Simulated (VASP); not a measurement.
# Sn, self-consistent run: which settings are enough?

Sn, Immm (no. 71), 1 atom in the cell. PBE; PAW potentials Sn_d (PBE set). VASP 6.6.1.

Wanted: stress within 0.05 GPa.

What the run is for: stress; Accuracy asked: tight.

POSCAR:
```
Sn
1.0
   -1.7265390000      1.7755470000      2.3617254200
    1.7265390000     -1.7755470000      2.3617254200
    1.7265390000      1.7755470000     -2.3617254200
Sn
1
Direct
    0.0000000000      0.0000000000      0.0000000000
```

The series start from Plane-wave cutoff (eV): 310; Smearing width (eV): 0.1; k-point mesh: 15 × 15 × 15; Precision mode (PREC): Accurate; Electronic threshold (eV): 1e-6; Bands in all (NBANDS): 16; Aspherical gradient terms in the spheres (LASPH): yes; Electronic algorithm: ALGO=Normal; Density mixing: defaults; Delay and inner steps: defaults. Each series keeps the choices made before it, and each single choice may use up half of a tolerance.

## Plane-wave cutoff (eV)

| Plane-wave cutoff (eV) | Stress, largest deviation (GPa) | SCF iterations | Time (s) |
|---|---|---|---|
| 190 | 30.802 | 9 | 19 |
| 240 | 0.834 | 10 | 52 |
| 280 | 0.042 | 9 | 54 |
| 310 | 0.410 | 9 | 52 |
| 360 | 0.337 | 11 | 76 |
| 420 | 0.008 | 11 | 77 |
| 500 | 0.048 | 11 | 163 |
| 620 (reference) | 0.000 | 11 | 156 |

Chosen: 620; the next looser run is off by more than half of the tolerance, so convergence isn't shown beyond this value.

## Smearing width (eV)

| Smearing width (eV) | Stress, largest deviation (GPa) | SCF iterations | Time (s) |
|---|---|---|---|
| 0.4 | 0.319 | 11 | 151 |
| 0.3 | 0.187 | 11 | 145 |
| 0.2 | 0.126 | 11 | 131 |
| 0.15 | 0.081 | 11 | 147 |
| 0.1 | 0.037 | 11 | 156 |
| 0.05 (reference) | 0.000 | 11 | 160 |

Chosen: 0.05; the next looser run is off by more than half of the tolerance, so convergence isn't shown beyond this value.

## k-point mesh

| k-point mesh | Stress, largest deviation (GPa) | SCF iterations | Time (s) |
|---|---|---|---|
| 5 × 5 × 5 | 2.319 | 11 | 11 |
| 6 × 6 × 6 | 3.726 | 10 | 17 |
| 8 × 8 × 8 | 0.702 | 11 | 29 |
| 10 × 10 × 10 | 0.918 | 11 | 42 |
| 12 × 12 × 12 | 0.647 | 11 | 69 |
| 15 × 15 × 15 | 0.305 | 11 | 160 |
| 17 × 17 × 17 | 0.420 | 11 | 163 |
| 21 × 21 × 21 (reference) | 0.000 | 11 | 349 |

Chosen: 21 × 21 × 21; the next looser run is off by more than half of the tolerance, so convergence isn't shown beyond this value.

## Precision mode (PREC)

| Precision mode (PREC) | Stress, largest deviation (GPa) | SCF iterations | Time (s) |
|---|---|---|---|
| SingleN | 0.054 | 11 | 175 |
| Normal | 0.001 | 11 | 180 |
| Single | 0.015 | 11 | 387 |
| Accurate (reference) | 0.000 | 11 | 349 |

Chosen: Normal, the loosest value from which every tighter one stays within half of the tolerance.

## Electronic threshold (eV)

| Electronic threshold (eV) | Stress, largest deviation (GPa) | SCF iterations | Time (s) |
|---|---|---|---|
| 0.001 | 0.513 | 8 | 140 |
| 0.0001 | 0.313 | 8 | 146 |
| 1e-5 | 0.111 | 9 | 158 |
| 1e-6 | 0.014 | 11 | 180 |
| 1e-7 | 0.014 | 11 | 190 |
| 1e-8 (reference) | 0.000 | 13 | 223 |

Chosen: 1e-6.

## Bands in all (NBANDS)

| Bands in all (NBANDS) | Stress, largest deviation (GPa) | SCF iterations | Time (s) |
|---|---|---|---|
| 8 | 0.129 | 10 | 108 |
| 9 | 0.054 | 10 | 113 |
| 11 | 0.066 | 10 | 128 |
| 13 | 0.052 | 10 | 133 |
| 16 | 0.008 | 11 | 180 |
| 25 (reference) | 0.000 | 10 | 228 |

Chosen: 16.

## Aspherical gradient terms in the spheres (LASPH)

| Aspherical gradient terms in the spheres (LASPH) | Stress, largest deviation (GPa) | SCF iterations | Time (s) |
|---|---|---|---|
| yes | 0.000 | 11 | 180 |
| no | 0.000 | 11 | 151 |

Chosen: yes; no other choice that stays within half of the tolerance saves 30 % of the time.

## Electronic algorithm

| Electronic algorithm | Stress, largest deviation (GPa) | SCF iterations | Time (s) |
|---|---|---|---|
| ALGO=Normal | 0.000 | 11 | 180 |
| ALGO=Fast | 0.071 | 12 | 182 |
| ALGO=VeryFast | 0.044 | 19 | 240 |
| ALGO=All ISEARCH=1 | 0.035 | 13 | 202 |
| ALGO=All ISEARCH=0 | 0.046 | 13 | 193 |
| ALGO=Damped TIME=0.4 | 0.007 | 18 | 230 |
| ALGO=Damped TIME=0.1 | 0.034 | 31 | 409 |
| ALGO=Old Fast | 0.011 | 11 | 232 |

Chosen: ALGO=Normal.

## Density mixing

| Density mixing | Stress, largest deviation (GPa) | SCF iterations | Time (s) |
|---|---|---|---|
| defaults | 0.000 | 11 | 180 |
| AMIX=0.4 AMIN=0.6 IMIX=2 | 0.136 | 19 | 366 |
| MIXPRE=0 | 0.001 | 11 | 216 |
| INIMIX=0 | 0.107 | 9 | 165 |
| AMIX=0.8 | 0.016 | 10 | 195 |
| BMIX=2.0 | 0.023 | 11 | 194 |
| WC=0 | 0.005 | 10 | 177 |

Chosen: defaults.

## Delay and inner steps

| Delay and inner steps | Stress, largest deviation (GPa) | SCF iterations | Time (s) |
|---|---|---|---|
| defaults | 0.000 | 11 | 180 |
| NELMDL=-2 | 0.007 | 10 | 189 |
| NELMDL=-8 | 0.009 | 13 | 241 |
| NELMDL=-12 | 0.009 | 17 | 291 |
| NRMM=2 | 0.070 | 10 | 168 |
| NRMM=6 | 0.000 | 11 | 203 |
| WEIMIN=0.001 | 0.000 | 11 | 200 |

Chosen: defaults.

## All choices together

| Input | Stress, largest deviation (GPa) | Time (s) |
|---|---|---|
| the program's defaults (naive) | 2.075 | 1.8 |
| chosen settings | 0.014 | 180 |
| reference settings throughout | 0.000 | 716 |

The chosen settings stay within the tolerance of the reference run, but the reference itself isn't shown to be converged in: Plane-wave cutoff (eV), Smearing width (eV), k-point mesh.

Values of the reference run: Stress: -1.41, 0, 0, 0, -1.547, 0, 0, 0, -1.422 GPa.

## The input

INCAR:
```
SYSTEM = Sn
GGA = PE
ISMEAR = 1
SIGMA = 0.05
LWAVE = .FALSE.
LCHARG = .FALSE.
ISIF = 2
PREC = Normal
LASPH = .TRUE.
LREAL = .FALSE.
ALGO = Normal
EDIFF = 1E-6
NELM = 120
GGA_COMPAT = .FALSE.
ENCUT = 620
KPAR = 2
NBANDS = 16
```

KPOINTS:
```
Automatic mesh
0
Gamma
  21 21 21
  0 0 0
```

Commands:
```
cat potpaw_PBE.64/Sn_d/POTCAR > POTCAR
mpirun -np 2 vasp_std > vasp.out
```

The chosen input took VASP 6.6.1 180 s on 2 cores (Intel Xeon Platinum 8259CL @ 2.50GHz (Skylake/Cascade Lake)), a shared host.

## An input that fails: too few electronic steps

The electronic loop stops at its limit of 4 steps.

Changes against the starting input:
```
- NELM = 120
+ NELM = 4
```
